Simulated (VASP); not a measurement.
Set up this calculation in VASP 6.6.1, as the native input.

- Task: relaxation of shape and atoms at fixed volume
- Functional: PBE
- Dispersion: D3(BJ)
- Potentials or basis: VASP PAW PBE potentials, release 64 (Mg)
- Cutoff: 600 eV
- k mesh: 15 × 15 × 7
- Occupations: methfessel-paxton, width 0.1 eV
- Spin: no spin polarisation
- Further INCAR settings: ALGO = Normal; EDIFF = 1e-07; IBRION = 2; EDIFFG = -0.01; NSW = 40; ISIF = 4

The structure of Mg lies in POSCAR:

```
Mg                                      
1.0
    3.0904591614      0.0000000000      0.0000000000
   -1.5452295807      2.6764161432      0.0000000000
    0.0000000000      0.0000000000      4.9244623668
  Mg            
     2
Direct
     0.3333333332999970    0.6666666667000030    0.2500000000000000
     0.6666666667000030    0.3333333332999970    0.7500000000000000
```

The cell isn't the ideal one: a relaxed cell with its volume scaled by 0.94.

These files were run (other wordings do the same):

INCAR

```
SYSTEM = Mg
PREC = Accurate
ENCUT = 600
EDIFF = 1E-7
ISMEAR = 1
SIGMA = 0.1
LREAL = .False.
LASPH = .True.
NELM = 80
ALGO = Normal
ISIF = 4
LWAVE = .False.
LCHARG = .False.
GGA = PE
IVDW = 12
IBRION = 2
NSW = 40
EDIFFG = -0.01
```

KPOINTS

```
Automatic mesh
0
Gamma
  15 15 7
  0 0 0
```

Potentials or basis: VASP PAW PBE potentials, release 64 (Mg).

The run is started by

```bash
$ cat potpaw_PBE.64/Mg/POTCAR > POTCAR
$ mpirun -np 1 vasp_std > vasp.out
```

It gave:

```
Pressure after relaxing    : 2.8 GPa
Band gap on the k mesh     : none (metal or under the smearing width)
Dispersion energy per atom : -0.320 eV
```

Caveat: the relaxation stopped at its first step, so nothing moved; pairwise dispersion overbinds metals, which lowers pressure and volume.

It took 22 s on 1 thread of AMD EPYC 7R13 Processor (Zen 3), on a shared host, peak memory 0.17 GiB.
